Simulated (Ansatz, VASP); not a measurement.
# TaN: VASP beside Ansatz

INCAR

```
  PREC = Accurate
  ENCUT = 630
  EDIFF = 1E-6
  ISMEAR = -1
  SIGMA = 0.05
  LREAL = F
  LASPH = T
  NELM = 80
  ALGO = Normal
  ISIF = 3
  LWAVE = F
  LCHARG = F
  GGA = PE
  IBRION = 2
  NSW = 60
  EDIFFG = -0.005
```

File KPOINTS:

```
regular mesh
0
Gamma
  10 10 5
```

POSCAR

```
TaN
1.0
    2.9217699809      0.0000000000      0.0000000000
   -1.4608849905      2.5303270275      0.0000000000
    0.0000000000      0.0000000000      5.9165150000
Ta N
2 2
Direct
    0.0000000000      0.0000000000      0.5000000000
    0.0000000000      0.0000000000      0.0000000000
    0.3333333333      0.6666666667      0.2500000000
    0.6666666667      0.3333333333      0.7500000000
```

The input input.yaml:

```yaml
crystal:
  lattice:
    - [2.9217699809, 0.0, 0.0]
    - [-1.4608849905, 2.5303270275, 0.0]
    - [0.0, 0.0, 5.916515]
  atoms:
    - { symbol: Ta, position: [0.0, 0.0, 0.5] }
    - { symbol: Ta, position: [0.0, 0.0, 0.0] }
    - { symbol: "N", position: [0.3333333333, 0.6666666667, 0.25] }
    - { symbol: "N", position: [0.6666666667, 0.3333333333, 0.75] }
hamiltonian:
  xc: pbe
  pseudopotentials: { kind: paw }
kpoints:
  mp_grid: { grid: [10, 10, 5] }
scf:
  occupations: { method: fermi_dirac, width: 0.05 }
output:
  forces: true
  stress: true
  eigenvalues: true
relax:
  f_tol: 0.01
  max_steps: 40
  cell: { stress_tol: 0.05 }
```

The cell comes from a database or a generator and needn't be the stable form of this composition.

Alike in both runs: task relaxation of cell and atoms; functional PBE; k mesh 10 × 10 × 5; occupations fermi-dirac, width 0.05 eV; no spin polarisation.

|  | VASP | Ansatz |
| --- | --- | --- |
| version | VASP 6.6.1 | Ansatz 0.2.0 |
| potentials or method | VASP PAW PBE potentials, release 64 (Ta_sv_GW, N_GW) | Ansatz PAW |
| plane-wave cutoff (eV) | 630 | 420 |
| valence electrons in the cell | 36 | 36 |

Ansatz gave:

```
gap on the k mesh at the Fermi level, each at its own relaxed structure (eV) : none
relaxed volume (Å³/atom)                                                     : 10.90
relaxed cell length with the largest relative difference (Å)                 : 5.912
```

Question: What did VASP give for the same quantities?

Answer: gap on the k mesh at the Fermi level, each at its own relaxed structure (eV): none; relaxed volume (Å³/atom): 10.90; relaxed cell length with the largest relative difference (Å): 5.913.

A gap of «none» marks a metal or a gap that the smearing closes.

Caveats: the plane-wave basis is chosen anew once the cell has moved, so the energies of steps on either side of that aren't comparable (Ansatz); the pressure holds a Pulay correction of +0.4 GPa for the finite cutoff (Ansatz). Spin-orbit coupling is left out, which matters for the levels of Ta.
